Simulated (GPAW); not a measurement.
Wanted: an ASE script for a GPAW 26.7.0 run.

```
Task                : relaxation of cell and atoms
Functional          : PBEsol
Dispersion          : D3(BJ)
Potentials or basis : PAW data sets generated in the run's folder for this functional
Cutoff              : 800 eV
Basis               : pw
k mesh              : 7 × 7 × 6
Occupations         : fermi-dirac, width 0.05 eV
Spin                : no spin polarisation
Maxiter             : 150
Optimizer           : LBFGS
Fmax                : 0.02 eV/Å
Max steps           : 60
```

The structure of HfB2 lies in HfB2.cif:

```cif
data_HfB2
_cell_length_a 3.14000000
_cell_length_b 3.14000000
_cell_length_c 3.48000000
_cell_angle_alpha 90.00000000
_cell_angle_beta 90.00000000
_cell_angle_gamma 120.00000000
_space_group_name_H-M_alt 'P1'
_space_group_name_Hall 'P 1'
_space_group_IT_number 1
loop_
_space_group_symop_operation_xyz
'x,y,z'
loop_
_atom_site_label
_atom_site_type_symbol
_atom_site_symmetry_multiplicity
_atom_site_Wyckoff_symbol
_atom_site_fract_x
_atom_site_fract_y
_atom_site_fract_z
_atom_site_occupancy
Hf1 Hf 1 a 0.0000000000 0.0000000000 0.0000000000 1
B1 B 1 a 0.6666666667 0.3333333333 0.5000000000 1
B2 B 1 a 0.3333333333 0.6666666667 0.5000000000 1
```

The input as run:

run.py

```python
from ase.calculators.mixing import SumCalculator
from ase.filters import FrechetCellFilter
from ase.io import read, write
from ase.optimize import LBFGS
from dftd3.ase import DFTD3
from gpaw import GPAW, PW, setup_paths

setup_paths.insert(0, '.')

atoms = read('HfB2.cif')

calc = GPAW(mode=PW(800),
            xc='PBEsol',
            kpts={'size': (7, 7, 6), 'gamma': True},
            occupations={'name': 'fermi-dirac', 'width': 0.05},
            nbands=20,
            convergence={'density': 1e-05, 'energy': 1e-05},
            maxiter=150,
            txt='gpaw.txt')
atoms.calc = SumCalculator([calc, DFTD3(method='pbesol', damping='d3bj')])
opt = LBFGS(FrechetCellFilter(atoms), trajectory='relax.traj', logfile='-')
done = opt.run(fmax=0.02, steps=60)
calc.write('gs.gpw')
write('result.traj', atoms)
print('Converged:', done)
print('Cell:', atoms.cell.cellpar().round(4))
print('Volume:', round(atoms.get_volume(), 4))
print(atoms.get_scaled_positions().round(5))
```

Potentials or basis: PAW data sets generated in the run's folder for this functional, pw.

The run is started by

```sh
$ gpaw-setup -f PBEsol B Hf
$ OMP_NUM_THREADS=1 python run.py
```

It gave:

```json
{
 "Relaxed volume": "9.56 Å³/atom",
 "Relaxed cell": "a = 3.110 Å, b = 3.110 Å, c = 3.424 Å, α = 90.00°, β = 90.00°, γ = 120.00°",
 "Space group after relaxing (to 0.05 Å)": "P6/mmm (No. 191)",
 "Energy gained by relaxing": "10.1 meV/atom",
 "Ionic steps": "7",
 "Pressure after relaxing": "-0.1 GPa",
 "Band gap on the k mesh": "none (metal or under the smearing width)",
 "Dispersion energy per atom": "-0.359 eV"
}
```

Caveat: later steps reuse the first step's grids; pairwise dispersion overbinds metals, which lowers pressure and volume.

Run time: 78 s on 1 thread of Intel(R) Xeon(R) CPU @ 2.60GHz (Ice Lake), with other jobs on the host, peak memory 0.24 GiB.
